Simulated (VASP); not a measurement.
# BP (zincblende): one GW calculation on PBE orbitals in two programs

```
B P
1.0
     0.00000    2.26832    2.26832
     2.26832    0.00000    2.26832
     2.26832    2.26832    0.00000
B P
1 1
Direct
  0.00000 0.00000 0.00000
  0.25000 0.25000 0.25000
```

Each program uses its own PAW datasets. VASP's cell holds 8 valence electrons and Ansatz's 8. Both sum 69 empty bands with a screening cutoff of 120 eV, short of the basis and mesh limit, and the G₀W₀ gap is that of the linearised levels of the first step.

Cutoffs: 500 eV in VASP, 420 eV in Ansatz. k meshes: 6×6×6 and 6×6×6.

|  | VASP | Ansatz |
| --- | --- | --- |
| PBE gap on the mesh | 1.33 eV | 1.33 eV |
| G₀W₀ gap on the mesh | 1.95 eV | 1.94 eV |
